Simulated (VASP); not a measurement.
# HfO2 in VASP: how settings move the PBE single point

The PBE single point of HfO2 (fluorite), under +3.0 % biaxial strain in the (111) plane, free along [111] is repeated with altered inputs. Which of them can be trusted?

Program: VASP 6.6.1. PAW datasets, plane waves. (Simulation; spin polarisation is off.)

**1. The structure to begin with**

The cell comes from an earlier relaxation with r2SCAN in another program, then strained, with the atoms relaxed again.

Space group R-3m (No. 166), trigonal; conventional cell a = 3.684 Å, c = 8.466 Å, 11.06 Å³ an atom. Around Hf lie 8 O at 2.15–2.23 Å; around O lie 4 Hf at 2.15–2.23 Å.

As a file:

```
CELL_PARAMETERS angstrom
-0.10746 2.49760 2.49760
2.49760 -0.10746 2.49760
2.49760 2.49760 -0.10746
ATOMIC_POSITIONS crystal
Hf 0.00000 0.00000 0.00000
O 0.25342 0.25342 0.25342
O 0.74658 0.74658 0.74658
```

**2. The reference run**

INCAR reads:

```
ENCUT = 520.000000
SIGMA = 0.020000
EDIFF = 1.00e-07
GGA = PE
PREC = Accurate
IBRION = -1
ISIF = 2
ISMEAR = -1
NBANDS = 18
NELM = 120
NSW = 0
LASPH = .TRUE.
LCHARG = .FALSE.
LWAVE = .FALSE.
LREAL = .FALSE.
```

KPOINTS reads:

```
KPOINTS created by Atomic Simulation Environment
0
Gamma
8 8 8
0 0 0
```

POSCAR reads:

```
Hf O
 1.0000000000000000
    -0.1074594432000000    2.4975983457000002    2.4975983457000002
     2.4975983457000002   -0.1074594432000000    2.4975983457000002
     2.4975983457000002    2.4975983457000002   -0.1074594432000000
 Hf  O
   1   2
Cartesian
  0.0000000000000000  0.0000000000000000 -0.0000000000000000
  1.2386541966533118  1.2386541966533118  1.2386541966533116
  3.6490830515466892  3.6490830515466892  3.6490830515466892
```

A file KPOINTS_OPT adds named points for the levels; it doesn't enter the self-consistent loop.

Potentials: the recommended PBE PAW datasets, 22 valence electrons.

The run is started by

```sh
$ mpirun -np 1 vasp_std
```

**3. Variant 1**

INCAR, as its differences from that of step 2:

```diff
@@ -9,3 +9,2 @@
 NBANDS = 18
-NELM = 120
 NSW = 0
@@ -15 +14,8 @@
 LREAL = .FALSE.
+LDAU = .TRUE.
+LDAUTYPE = 2
+LDAUL = 2 -1
+LDAUU = 2.0 0
+LDAUJ = 0 0
+LMAXMIX = 4
+NELM = 67
```

KPOINTS is that of step 2.

POSCAR is that of step 2.

**4. Variant 2**

INCAR, as its differences from that of step 2:

```diff
@@ -9,3 +9,2 @@
 NBANDS = 18
-NELM = 120
 NSW = 0
@@ -15 +14,3 @@
 LREAL = .FALSE.
+NELECT = 21
+NELM = 100
```

KPOINTS is that of step 2.

POSCAR is that of step 2.

**5. Variant 3**

INCAR, as its differences from that of step 2:

```diff
@@ -9,3 +9,2 @@
 NBANDS = 18
-NELM = 120
 NSW = 0
@@ -15 +14,3 @@
 LREAL = .FALSE.
+NELECT = 22.02
+NELM = 51
```

KPOINTS is that of step 2.

POSCAR is that of step 2.

Q: Predict the outcome of this session. Wanted: for each run, changed; ending; energy change; pressure; electronic steps; usable.

As calculated:

| run | changed | ending | energy change (meV/atom) | pressure (GPa) | gap on the mesh (eV; negative: overlap) | electronic steps | time | usable |
| --- | --- | --- | --- | --- | --- | --- | --- | --- |
| ref. | – | converged | 0 | -3.6 | 3.78 | 15 | 39 s | yes |
| 1 | LDAU = .TRUE., LDAUTYPE = 2, LDAUL = 2 -1, LDAUU = 2.0 0, LDAUJ = 0 0, LMAXMIX = 4, NELM = 67 | converged | – | 1.7 | 4.03 | 15 | 32 s | yes |
| 2 | NELECT = 21, NELM = 100 | converged | – | -41.8 | – | 14 | 33 s | no |
| 3 | NELECT = 22.02, NELM = 51 | converged | – | -2.6 | – | 15 | 35 s | no |

**Reading.** Of 3 altered inputs, 2 ended normally on a faulty or unsound input, 1 gave usable results.
